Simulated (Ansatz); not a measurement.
The reference is InCuS$_{2}$ in the chalcopyrite structure (space group I-42d, No. 122; a = 5.577 Å, c = 11.234 Å).

Level of theory: PBE, PAW, 420 eV (Ansatz, a program for electronic structure; spin-orbit coupling left out).

For the base:

* **Pressure**: 0.0 GPa

Now apply this change: every lattice vector is stretched by 0.93 %; the atoms relax in the strained cell.

Problem. Estimate the effect on the energy relative to the base.

Solution. The energy increases by 3.3 meV/atom.

Problem. Estimate the effect on the pressure.

Solution. The pressure (mean of the normal stresses, compression positive) goes from zero to -1.7 GPa.

No phonon test of stability was made. All final runs are without spin polarisation. Gaps under 0.05 eV, about the width of the smearing, are given as zero.
